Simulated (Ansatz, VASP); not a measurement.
**Co in VASP and in Ansatz**

```
CELL_PARAMETERS angstrom
-1.24690 1.24690 1.76466
1.24690 -1.24690 1.76466
1.24690 1.24690 -1.76466
ATOMIC_POSITIONS crystal
Co 0.00000 0.00000 0.00000
```

Alike in both runs: functional PBE; k mesh 10 × 10 × 10; occupations gaussian, width 0.1 eV; collinear spin.

Ansatz relaxed the structure, and its values are those at the end. VASP's run is a single point on that final structure, the one shown.

```csv
,VASP,Ansatz
version,VASP 6.6.1,Ansatz 0.2.0
potentials or method,"VASP PAW PBE potentials, release 64 (Co)","scalar-relativistic, plane waves, PAW"
plane-wave cutoff (eV),520,420
valence electrons in the cell,9,17
```

Ansatz gave:

- gap on the k mesh at the Fermi level (eV): none
- pressure (GPa): -0.1
- net moment per atom (μB): 1.73
- size of the moment on the site where the two differ most (μB): 1.79

Question: Which values does VASP return?

Answer: gap on the k mesh at the Fermi level (eV): none; pressure (GPa): -0.8; net moment per atom (μB): 1.72; size of the moment on the site where the two differ most (μB): 1.73.

Site moments also hang on the region over which each program counts them. A gap of «none» marks a metal or a gap that the smearing closes. The two sets of potentials don't hold the same shells in valence.
